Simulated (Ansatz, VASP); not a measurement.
# Al96CN95 (C_N) in two plane-wave programs

One calculation is typed for both programs; each brings its own data sets. How far apart do they land? The cell is taken from a series of runs on this material, whose earlier steps may have relaxed, scaled, displaced or heated it; both programs get it as it stands.

Program: Ansatz 0.2.0. Level of theory: plane waves, with VASP 6.6.1 beside it; single point at LDA. Results are calculated unless marked as measured.

### 1. The structure

The cell holds 192 atoms: 96 Al, 95 N and 1 C. Cell: a = 12.355 Å, b = 12.355 Å, c = 14.830 Å, α = 90.0°, β = 90.0°, γ = 120.0°. It derives from AlN (AlN (P6_3mc)). Nearest the centre at fractional (0.333, 0.167, 0.460): C192 at 0.07 Å, Al27 at 1.94 Å, Al26 at 1.94 Å, Al3 at 1.95 Å, Al33 at 1.97 Å, N127 at 2.99 Å, N123 at 3.04 Å, Al28 at 3.04 Å. The cell carries charge −1.

### 2. VASP: single point, LDA

With cell and atoms fixed, the geometry can't cause a difference; cores, projectors, grids and the points listed under the comparison can.

Lines of VASP's logs that name or quote its potential files are left out, and so is its time.

The input, INCAR:

```
SYSTEM = Al96CN95
PREC = Accurate
ENCUT = 520
EDIFF = 1E-06
NELM = 120
ISMEAR = -1
SIGMA = 0.01
LREAL = Auto
ALGO = Normal
GGA = CA
NELECT = 768
NBANDS = 518
LORBIT = 11
LWAVE = .FALSE.
LCHARG = .FALSE.
ISIF = 2
LASPH = .TRUE.
GGA_COMPAT = .FALSE.
EFERMI = MIDGAP
```

The input, POSCAR:

```
Al96CN95
1.0
   12.3550845635      0.0000000000      0.0000000000
   -6.1775422818     10.6998170979      0.0000000000
    0.0000000000      0.0000000000     14.8298143552
Al N C
96 95 1
Direct
    0.1647163698      0.0818623327      0.1646685533
    0.0815322528      0.1662134113      0.3319385585
    0.1588066432      0.0826635333      0.4971900595
    0.0829125785      0.1677126562      0.6658659185
[... 4 atom lines left out ...]
    0.1662726399      0.3339558911      0.4993742611
[... 10 atom lines left out ...]
    0.0810169382      0.9145475839      0.3320678128
    0.1668866822      0.8345633268      0.4987606635
    0.0831798139      0.9169305661      0.6654104386
[... 2 atom lines left out ...]
    0.4164395686      0.0818502155      0.1646428196
    0.3293353560      0.1592071953      0.3286931187
    0.4231439507      0.0827311951      0.4970226374
    0.3337015149      0.1682728620      0.6644633635
[... 2 atom lines left out ...]
    0.4154310178      0.3315803217      0.1662119809
    0.3321996044      0.4154802452      0.3339361368
    0.4198748627      0.3403693186      0.5040995048
    0.3329106285      0.4185052258      0.6674077016
[... 9 atom lines left out ...]
    0.3327914759      0.9145220444      0.3320199408
    0.4169265135      0.8328616469      0.4992608534
    0.3329500869      0.9169643871      0.6653576467
[... 3 atom lines left out ...]
    0.5840183730      0.1662320249      0.3318872208
    0.6680090731      0.0832654508      0.4992601197
    0.5840000882      0.1677460936      0.6658168628
[... 3 atom lines left out ...]
    0.5825917476      0.4155116903      0.3339382418
    0.6669973600      0.3340082716      0.4993600615
    0.5848382153      0.4185136022      0.6674131980
[... 34 atom lines left out ...]
    0.9151589245      0.8328417544      0.4992783403
[... 4 atom lines left out ...]
    0.1633523055      0.0809224204      0.2920884908
    0.0791046873      0.1676016046      0.4590721134
    0.1662409802      0.0840515880      0.6256824187
[... 3 atom lines left out ...]
    0.1661426611      0.3328547628      0.2934870814
[... 1 atom line left out ...]
    0.1666769692      0.3340755545      0.6268395792
[... 9 atom lines left out ...]
    0.1660440917      0.8328268705      0.2931195786
    0.0809372694      0.9155603139      0.4593960662
    0.1666063558      0.8340112775      0.6261797229
[... 3 atom lines left out ...]
    0.4169231584      0.0808870268      0.2920443227
    0.4169728275      0.0841245747      0.6255288969
[... 3 atom lines left out ...]
    0.4144916885      0.3296668142      0.2955260007
    0.3334127230      0.4191004161      0.4609985063
    0.4181944259      0.3371391140      0.6305547983
[... 10 atom lines left out ...]
    0.3338494912      0.9156064335      0.4593566930
[... 5 atom lines left out ...]
    0.5877671966      0.1676494586      0.4590296865
[... 4 atom lines left out ...]
    0.6660169552      0.3328779097      0.2934742925
    0.5850136567      0.4191532418      0.4609990138
    0.6666519688      0.3341002726      0.6268232527
[... 38 atom lines left out ...]
    0.3342338181      0.1694827843      0.4638279936
```

The input, KPOINTS:

```
Automatic mesh
0
Gamma
1 1 1
0 0 0
```

PAW data sets: Al, N and C (LDA family, release 64).

The run is started by

```console
> export OMP_NUM_THREADS=4
> mpirun -np 1 vasp_gam
```

Numbers of over 12 decimals in the logs are rounded to 6 here.

The program printed:

```text
[banner, memory and clock lines left out]
running    1 mpi-ranks, on    1 nodes
[...]
Offloading initialized ...    1 GPUs detected
[...]
LDA part: xc-table for (Slater(with rela. corr.)+CA(PZ))
 , standard interpolation
 POSCAR, INCAR and KPOINTS ok, starting setup
[...]
entering main loop
       N       E                     dE             d eps       ncg     rms          rms(c)
DAV:   1     0.532385105482E+04    0.53239E+04   -0.41022E+05  1044   0.143E+03
DAV:   2    -0.123596028789E+04   -0.65598E+04   -0.62063E+04  1330   0.310E+02
DAV:   3    -0.180246559106E+04   -0.56651E+03   -0.56143E+03  1240   0.931E+01
DAV:   4    -0.181327142819E+04   -0.10806E+02   -0.10762E+02  1232   0.141E+01
DAV:   5    -0.181345335127E+04   -0.18192E+00   -0.18166E+00  1216   0.179E+00BRMIX: very serious problems
 the old and the new charge density differ
 old charge density:   767.00000 new  768.00000
    0.861E+01
DAV:   6    -0.156904204743E+04    0.24441E+03   -0.10227E+03  1184   0.358E+01    0.309E+01
DAV:   7    -0.156584032912E+04    0.32017E+01   -0.28598E+01  1208   0.623E+00    0.196E+01
DAV:   8    -0.156310746633E+04    0.27329E+01   -0.25640E+00  1216   0.268E+00    0.340E+00
DAV:   9    -0.156289336339E+04    0.21410E+00   -0.39094E-01  1248   0.788E-01    0.134E+00
[...]
DAV:  15    -0.156289149900E+04    0.44600E-05   -0.34505E-05  1208   0.105E-02    0.144E-02
DAV:  16    -0.156289149728E+04    0.17206E-05   -0.70368E-06  1192   0.472E-03    0.880E-03
DAV:  17    -0.156289149706E+04    0.22206E-06   -0.34828E-06   992   0.257E-03
   1 F= -.15628915E+04 E0= -.15628915E+04  d E =0.000000E+00
```

OUTCAR, selected parts (step 2):

```text
  FREE ENERGIE OF THE ION-ELECTRON SYSTEM (eV)
  ---------------------------------------------------
  free  energy   TOTEN  =     -1562.8914970554 eV

  energy  without entropy=    -1562.8914970554  energy(sigma->0) =    -1562.89149706
```

The run ends at a pressure of 1.88 GPa, with forces up to 2.8 eV/Å.

(Part 1 of 2 ends here.)

[Lines on the potential files, build, host, timing and source positions are cut from VASP's logs without a mark.]

[Logs are printed without paths, hosts, clocks, repeated set-up lines and the standing remarks that a program may print on its own settings, such as how far it seeks lower states.]

[Hosts, paths, dates, database ids (printed as entryN), source tags and the programs' standing remarks are cut or masked in the printed files.]
